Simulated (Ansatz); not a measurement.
# C: the cost of one run

Computed with Ansatz 0.2.0 (DFT PBEsol, scalar-relativistic, plane waves, PAW, unless a step's input says otherwise).

1 further run of the same task is left out (set aside as unsound or not needed).

## 1. Starting point

Symmetry: Fd-3m, No. 227, cubic system. Conventional cell: a = 3.567 Å, b = 3.567 Å, c = 3.567 Å, α = 90.00°, β = 90.00°, γ = 90.00°. Around C (site symmetry -43m) lie 4 C at 1.54 Å.

Coordinates:

```
CELL_PARAMETERS angstrom
0.00000 1.78340 1.78340
1.78340 0.00000 1.78340
1.78340 1.78340 0.00000
ATOMIC_POSITIONS crystal
C 0.50000 0.50000 0.50000
C 0.75000 0.75000 0.75000
```

The structure comes from the Crystallography Open Database.

## 2. A random distortion, cell strained

What differs from the listed cell: strain xx, yy, zz, yz, xz, xy = +1.6, +0.7, +1.3, -0.2, -1.0, +0.8 %; atoms moved by 0.03 Å root mean square, at most 0.03 Å.

Contents of input.yaml:

```yaml
crystal:
  lattice:
    - [-0.002906942, 1.792085158, 1.803659424]
    - [1.79401123, 0.011449428, 1.789303054]
    - [1.826772288, 1.810489846, -0.02131163]
  atoms:
    - { symbol: C, position: [0.4870668386, 0.5105893238, 0.5017915218] }
    - { symbol: C, position: [0.7629331614, 0.7394106762, 0.7482084782] }
basis:
  ecutwfc: 420
kpoints:
  mp_grid: { grid: [12, 12, 12] }
hamiltonian:
  xc: pbesol
scf:
  occupations: { method: gaussian, width: 0.02 }
output:
  forces: true
  stress: true
  eigenvalues: true
```

Command:

```sh
> ansatz run input.yaml --threads 1 --pin off --max-ram 1331MiB --backend cpu --events-out ev --progress --plain --runs-dir out
```

What time and memory should one allow on 1 thread of an x86-64 CPU, shared host?

About 13 s, with a peak of 0.39 GiB.
